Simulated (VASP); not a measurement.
# BAs: single point with PBE

The system is BAs.

```
As B
1.0
     0.00000    2.38850    2.38850
     2.38850    0.00000    2.38850
     2.38850    2.38850    0.00000
As B
1 1
Cartesian
  3.5827 3.5827 3.5827
  0.0000 0.0000 0.0000
```

| Item | Value |
| --- | --- |
| Program | VASP 6.6.1 |
| Task | single point |
| Functional | PBE |
| Potentials or basis | VASP PAW PBE potentials, release 64 (As, B) |
| Cutoff | 520 eV |
| k mesh | 10 × 10 × 10 |
| Occupations | gaussian, width 0.014 eV |
| Spin | no spin polarisation |

```json
{
 "Pressure": "3.4 GPa",
 "Band gap on the k mesh": "1.18 eV, indirect (least direct gap 3.28 eV)"
}
```

Levels at points of the mesh, in eV from the valence-band top:
| k point | band 2 | band 3 | band 4 | band 5 | band 6 | band 7 |
| --- | --- | --- | --- | --- | --- | --- |
| (0.00, 0.00, 0.00) | 0.00 | 0.00 | 0.00 | 3.28 | 3.28 | 3.28 |
| (0.50, 0.00, 0.00) | -8.79 | -1.82 | -1.82 | 2.69 | 4.78 | 4.78 |
| (0.50, 0.50, 0.00) | -8.53 | -4.08 | -4.08 | 1.43 | 1.44 | 11.37 |

Wall time 10 s on 1 thread of AMD EPYC 9R45 (Zen 5), with other jobs on the host, peak memory 0.13 GiB.

A k mesh can miss the band edges.
